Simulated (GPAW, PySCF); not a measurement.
The equilibrium volume of SnTe, sorted by core time

**What was measured.** The equilibrium volume of SnTe (Fm-3m) is reported as 31.45 Å³/atom at 300 K (a printed reference work). The runs below try to reproduce it.

It takes space group Fm-3m (No. 225, cubic). The conventional cell has a = 6.302 Å, b = 6.302 Å, c = 6.302 Å, α = 90.00°, β = 90.00°, γ = 90.00°. Te (site symmetry m-3m) has 6 Sn at 3.15 Å as nearest neighbours. Sn (site symmetry m-3m) is surrounded by 6 Te at 3.15 Å.

| rung | level | program and potentials | cutoff (eV) | k mesh | smearing | core time | chip | equilibrium volume (Å³/atom) | miss | notes |
| --- | --- | --- | --- | --- | --- | --- | --- | --- | --- | --- |
| GGA | PW91 | GPAW, PAW data sets generated for this functional | 600 | 6 × 6 × 6 | fermi-dirac 0.05 | 52 s | Intel Xeon 6975P-C Granite Rapids | 32.70 | +4.0 % | - |
| GGA | PBE | GPAW, PAW data sets generated for this functional | 600 | 6 × 6 × 6 | fermi-dirac 0.05 | 94 s | Arm Neoverse V1 | 32.74 | +4.1 % | - |
| GGA | PBEint | GPAW, PAW data sets generated for this functional | 600 | 6 × 6 × 6 | fermi-dirac 0.05 | 2.6 min | AMD EPYC 7571 | 31.26 | -0.6 % | - |
| GGA + dispersion | PW91+D3(BJ) | GPAW, PAW data sets generated for this functional | 600 | 6 × 6 × 6 | fermi-dirac 0.05 | 2.6 min | AMD EPYC 7571 | 31.73 | +0.9 % | - |
| GGA + dispersion | PBE+D3(BJ) | PySCF, DZVP-MOLOPT-SR/GTH-PBE (potentials made for PBE) | - | 6 × 6 × 6 | fermi-dirac 0.05 | 19 min | Intel Xeon Platinum 8259CL Skylake/Cascade Lake | 31.96 | +1.6 % | atomic basis |

Times are single runs on shared hosts and different chips, so they are rough; meshes, cutoffs and the tasks' sizes weigh on the time. Task: equation of state. All rows: no spin polarisation. Smearing widths are in eV. Meshes are those of the run's cell of 2 atoms unless a note names another. The cell shown, of 31.28 Å³ an atom, is the runs' start and not the measured value. Misses use the values as printed. Runs on faulty files, with rough fits or with known faults for this quantity aren't shown. No row holds spin-orbit coupling.

By rung: GGA 31.26 to 32.74; GGA + dispersion 31.73; GGA + dispersion in atomic bases 31.96 (Å³/atom). Measured: 31.45 Å³/atom at 300 K (a printed reference work). Closest, coarse meshes and atomic bases left aside, is PBEint (-0.6 %), and PBE misses by +4.1 % on plain settings. The runs are for a static lattice, while measurements hold temperature and zero-point motion.
